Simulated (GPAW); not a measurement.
# A GW chain in GPAW: BN (P6_3/mmc), part 2 of 2

How does a plane-wave GW calculation on BN (P6_3/mmc) run from the first input to the gap?

GPAW 26.7.0; PBE and many-body steps on it, plane waves. Known limits of the many-body steps: not at the basis limit; coarse k mesh.

So far. Step 3 (Bands along the symmetry lines): The gap is 4.256 eV, −0.144 eV from the run before at this level. Step 4 (Empty states on the mesh, 6×6×4 mesh, 433 bands): On this mesh the gap is 4.281 eV.

The database entry behind the starting cell differs from later determinations by our own check (about 0.3 % short, minor phase), so it need not match the best structure at ambient conditions.

## 5. Screening and self-energy, 6×6×4 mesh, 196 bands, screening to 180 eV

G0W0 replaces the xc potential by the self-energy, built once from these orbitals. Only a window of levels is corrected, while the sums run over the empty bands that the input names.

This step: G0W0 on PBE, plane waves, PAW.

The input, run.py:

```python
import json
import numpy as np
from gpaw.mpi import world
from gpaw.response.g0w0 import G0W0

gw = G0W0('full.gpw',
    filename='gw',
    kpts=[0, 16, 21],
    bands=(6, 10),
    ecut=180,
    nbands=196,
    integrate_gamma='WS',
    ppa=True)
gw.calculate()
res = {mode: {k: v for k, v in r.items() if k != 'sigma_eskwn'}
       for mode, r in gw.all_results.items()}

if world.rank == 0:
    with open('result.json', 'w') as f:
        json.dump(res, f, default=lambda x: x.tolist())
```

Launch:

```bash
mpirun -n 8 gpaw python run.py
```

Numbers of over 12 decimals in the logs are rounded to 6 here.

What it wrote:

```text
Using integrator: PointIntegrator
FrequencyGridDescriptor(from 0.000+0.000j to 0.000+27.211j eV, 2 points)
Nonperiodic BCs:  [False False False]
Using integrator: PointIntegrator
FrequencyGridDescriptor(from 0.000+0.000j to 0.000+27.211j eV, 2 points)
Nonperiodic BCs:  [False False False]
  ___  _ _ _
 |   || | | |
 | | || | | |
 |__ ||_____|
 |___|

BZ k-points: Symmetries present (total): 12

  [... matrices ...]
144 k-points: 6 x 6 x 4 Monkhorst-Pack grid + [1/12,1/12,1/8]
24 k-points in the irreducible part of the Brillouin zone
       k-points in crystal coordinates                weights
   0:     0.00000000    0.00000000    0.00000000          1/144
   1:     0.00000000    0.00000000    0.25000000          2/144
   2:     0.00000000    0.00000000    0.50000000          1/144
   3:     0.16666667    0.00000000   -0.25000000          6/144
   4:     0.16666667    0.00000000    0.00000000          6/144
   5:     0.16666667    0.00000000    0.25000000          6/144
   6:     0.16666667    0.00000000    0.50000000          6/144
   7:     0.33333333   -0.16666667    0.00000000          6/144
   8:     0.33333333   -0.16666667    0.25000000         12/144
   9:     0.33333333   -0.16666667    0.50000000          6/144
          ...
  23:     0.50000000    0.50000000    0.50000000          3/144

Distributing spins, k-points and bands (1 x 3 x 4) over 8 processes
Number of blocks: 1

Quasi particle states:
k-points (IBZ indices): [0, 16, 21]
Band range: (6, 10)
  [... matrices ...]
Computational parameters:
Plane wave cut-off: 180 eV
Number of bands: 196
Coulomb cutoff: None
Broadening: 0.1 eV

fxc modes: GW
Kernel: RPA
Using Godby-Needs plasmon-pole approximation:
  Fitting energy: i*E0, E0 = 1.000 Hartree
Summing all q:

Calculating screened Coulomb potential
No Coulomb truncation
FrequencyGridDescriptor(from 0.000+0.000j to 0.000+27.211j eV, 2 points)
Removing empty qpoint cache files...

Calculating chi0 body with:
    Ground state adapter containing:
    Number of spins: 1
    Number of kpoints: 144
    Number of irreducible kpoints: 24
    Number of completely occupied states: 8
    Number of partially occupied states: 8
    Occupied states memory: 1.0986328125 M / cpu

    Linear response parametrization:
    q_c: [1.3877787807814457e-17, 1.3877787807814457e-17, 0.0]
    Number of frequency points: 2
    Planewave cutoff: 180.0
    Number of bands: 196
    Number of planewaves: 189
    Broadening (eta): 1e-06
    comm.size: 8
    kncomm.size: 8
    blockcomm.size: 1

    Memory estimate of potentially large arrays:
        chi0_wGG: 1.090118 M / cpu
Integrating chi0 body.

Symmetries of q_c:
    Direct symmetries (Uq -> q): 12
    Indirect symmetries (TUq -> q): 0
In total 12 allowed symmetries.

  [... matrices ...]
24 groups of equivalent kpoints. 83.333333% reduction.

Integral kind: response function
Integrating chi0 head and wings.

Symmetries of q_c:
    Direct symmetries (Uq -> q): 12
    Indirect symmetries (TUq -> q): 0
In total 12 allowed symmetries.

  [... matrices ...]
24 groups of equivalent kpoints. 83.333333% reduction.

Integral kind: response function wings

Calculating chi0 body with:
    Ground state adapter containing:
    Number of spins: 1
    Number of kpoints: 144
    Number of irreducible kpoints: 24
    Number of completely occupied states: 8
    Number of partially occupied states: 8
[... the further q-points ...]

Results:
f:      Occupation numbers
eps:     KS-eigenvalues [eV]
vxc:     KS vxc [eV]
exx:     Exact exchange [eV]
sigma:   Self-energies [eV]
dsigma:  Self-energy derivatives
Z:       Renormalization factors
qp:      QP-energies [eV]

k-point 0 (0): (0.000, 0.000, 0.000)                GW
band       f     eps     vxc     exx   sigma  dsigma       Z      qp
                                                                   GW
   6   1.000   2.803 -19.229 -23.640   2.953  -0.233   0.811   1.620
   7   1.000   2.803 -19.229 -23.640   2.953  -0.233   0.811   1.620
   8   0.000   9.341  -9.160  -4.971  -3.918  -0.172   0.853   9.572
   9   0.000  14.441 -14.371  -7.785  -5.200  -0.175   0.851  15.621

k-point 1 (16): (0.333, 0.333, 0.500)                GW
band       f     eps     vxc     exx   sigma  dsigma       Z      qp
                                                                   GW
   6   1.000   4.082 -17.193 -20.569   2.185  -0.243   0.805   3.123
   7   1.000   4.082 -17.193 -20.569   2.185  -0.243   0.805   3.123
   8   0.000   8.736 -11.569  -6.203  -4.366  -0.202   0.832   9.567
   9   0.000   8.736 -11.569  -6.203  -4.366  -0.202   0.832   9.567

k-point 2 (21): (0.500, 0.500, 0.000)                GW
band       f     eps     vxc     exx   sigma  dsigma       Z      qp
                                                                   GW
   6   1.000   2.630 -15.336 -19.175   2.372  -0.243   0.805   1.449
   7   1.000   3.645 -16.958 -20.567   2.347  -0.246   0.803   2.632
   8   0.000   8.363 -10.798  -5.817  -4.163  -0.191   0.840   9.050
   9   0.000   9.741 -13.171  -7.602  -4.378  -0.212   0.825  10.725
```

Run time: 97 s. Hardware: 8 MPI ranks of Intel Xeon 6975P-C (Granite Rapids), shared host; peak memory 2.5 GiB.

Numbers from this step:

```
G0W0 gap on the points computed              : 5.927 eV
least direct G0W0 gap on the computed points : 6.418 eV
Z at the valence top                         : 0.8047
Z at the conduction bottom                   : 0.8396
starting gap on the mesh                     : 4.281 eV
k of the valence top                         : 0.3333, 0.3333, 0.5
k of the conduction bottom                   : 0.5, 0.5, 0
```

The gap on the mesh goes from 4.28 eV to 5.93 eV, a correction of +1.65 eV. The start differs from the 4.40 eV found before because the two sample other k points.

Limits: finite bands, cutoff and mesh; coarse k mesh. v1 is the top filled band, c1 the lowest empty one. The levels before and after the correction (eV, zero at the valence-band top of each column):

|  | conduction bottom | valence top |
| --- | --- | --- |
| Kohn-Sham | 4.28 | 0.00 |
| G0W0 | 5.93 | 0.00 |

|  | level | energy (eV) |
| --- | --- | --- |
| Kohn-Sham | (0.333 0.333 0.5) v2-v1 | 0.000 |
| Kohn-Sham | (0.333 0.333 0.5) c1-c2 | 4.654 |
| Kohn-Sham | (0.5 0.5 0) v2 | -1.452 |
| Kohn-Sham | (0.5 0.5 0) v1 | -0.437 |
| Kohn-Sham | (0.5 0.5 0) c1 | 4.281 |
| Kohn-Sham | (0.5 0.5 0) c2 | 5.659 |
| G0W0 | (0.333 0.333 0.5) v2-v1 | 0.000 |
| G0W0 | (0.333 0.333 0.5) c1-c2 | 6.444 |
| G0W0 | (0.5 0.5 0) v2 | -1.674 |
| G0W0 | (0.5 0.5 0) v1 | -0.491 |
| G0W0 | (0.5 0.5 0) c1 | 5.927 |
| G0W0 | (0.5 0.5 0) c2 | 7.601 |

## 6. Where the time went

Times are wall times on 8 MPI ranks of Intel Xeon 6975P-C (Granite Rapids), shared host, good to a factor of about two.

| step | time | share | memory (GiB) |
| --- | --- | --- | --- |
| ground state | 4 s | 4 % | 1.2 |
| bands along the symmetry lines | 4.1 s | 4 % | 1.3 |
| empty states on the mesh | 6.5 s | 6 % | 2.4 |
| screening and self-energy | 97 s | 87 % | 2.5 |

## 7. Summary of results

```
PBE gap                              : 4.26 eV, indirect
G0W0 gap on the mesh                 : 5.93 eV
G0W0 gap over the zone (rigid shift) : 5.90 eV
GW settings                          : 6×6×4 mesh, 196 bands, screening to 180 eV, Godby-Needs plasmon pole
known limits                         : not at the basis limit; coarse k mesh
```

**Reading.** G0W0 moves the gap on the mesh from 4.28 eV to 5.93 eV (+1.65 eV), with Z of 0.80 and 0.84 at the edges. The mesh misses the band edges by 0.03 eV in all; a rigid shift gives 5.90 eV for the zone. Only 3 of the mesh's irreducible points were corrected, so a valley elsewhere could overtake. The dearest step here is «screening and self-energy». Bands and cutoff are finite, so the gap is not at the basis limit. The miss can reach some tenths of an eV and take either sign; the mesh is an error of its own. These stock PAW sets were not made for GW. In the G0W0 run levels were corrected at 3 k points alone, so a gap called «on the mesh» is the least over those, and an edge elsewhere would be missed. The 6×6×4 mesh is coarse for this cell, which bears on the long-range parts of exchange and screening.

[Paths, hosts, dates, memory and timing lines, banners, echoed tables and standing remarks are left out of the program output.]

[Logs are printed without paths, hosts, clocks, repeated set-up lines and the standing remarks that a program may print on its own settings, such as how far it seeks lower states.]

[Runs of the session that timed out or met a known fault of the program may be left out.]

[Hosts, paths, dates, database ids (printed as entryN), source tags and the programs' standing remarks are cut or masked in the printed files.]
